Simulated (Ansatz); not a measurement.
Levels of theory on CaO (rocksalt start)

The compound was started in one structure type and brought to zero pressure at each level (plane-wave PAW code Ansatz, Gaussian smearing of 0.05 eV, scalar-relativistic unless SOC, spin–orbit coupling, is named).

Whether the compound forms in this structure isn't claimed.

The cell at PBEsol (neighbours within 15 % of each site's shortest distance, so a longer bond may be listed from one end only): The structure is cubic, space group Fm-3m (No. 225). The conventional cell has a = 4.767 Å, b = 4.767 Å, c = 4.767 Å, α = 90.00°, β = 90.00°, γ = 90.00°. Around Ca (site symmetry m-3m) lie 6 O at 2.38 Å. Around O (site symmetry m-3m) lie 6 Ca at 2.38 Å.

| level | cutoff (eV) | k-mesh | final group | a (Å) | V (Å³/atom) | gap (eV) | B0 (GPa) | E_f (eV/atom) |
| --- | --- | --- | --- | --- | --- | --- | --- | --- |
| PBEsol | 420 | 12×12×12 | Fm-3m | 4.767 | 13.54 | 3.54 | 115 | -3.04 |
| PBE | 420 | 12×12×12 | Fm-3m | 4.831 | 14.09 | 3.66 | 105 | -2.95 |

**Question.** Estimate the row for r²SCAN (500 eV, 8×8×8 mesh).

**Answer.** final group Fm-3m, a (Å) 4.795, V (Å³/atom) 13.78, gap (eV) 4.20, B0 (GPa) 117, E_f (eV/atom) -3.22.

Volumes against PBE: PBEsol −3.9 %, r²SCAN −2.2 %. PBEsol < PBE is the usual order of volumes: a stronger gradient correction lowers the energy of inhomogeneous, expanded densities and so lengthens the bonds (here 1.3 % in length from PBEsol to PBE, a third of the change in volume). Of these two, the larger cell is the softer: stretching the PBEsol crystal to the PBE volume along its own (Murnaghan) curve would take its modulus to B0 (V0/V)^B0′ = 115 × (13.54/14.09)^4.3 = 97 GPa, against 105 GPa found, so volume alone would soften it more than is found. r²SCAN widens the gap by 0.54 eV over PBE, as meta-GGAs in the generalised Kohn–Sham scheme often do. The formation energy spans 0.27 eV/atom over the functionals (r²SCAN lowest, PBE highest); the spread holds the functional's effect on the elements as well as on the compound.

All functionals run on datasets generated with PBE. The gaps are differences of one-electron levels. E_f is the formation energy from the elements run alike, at 0 K, without zero-point energy or any correction for the binding of gas molecules; it is good to about 0.01 eV/atom as a calculation.

All runs used the PAW datasets of the set soft_2.
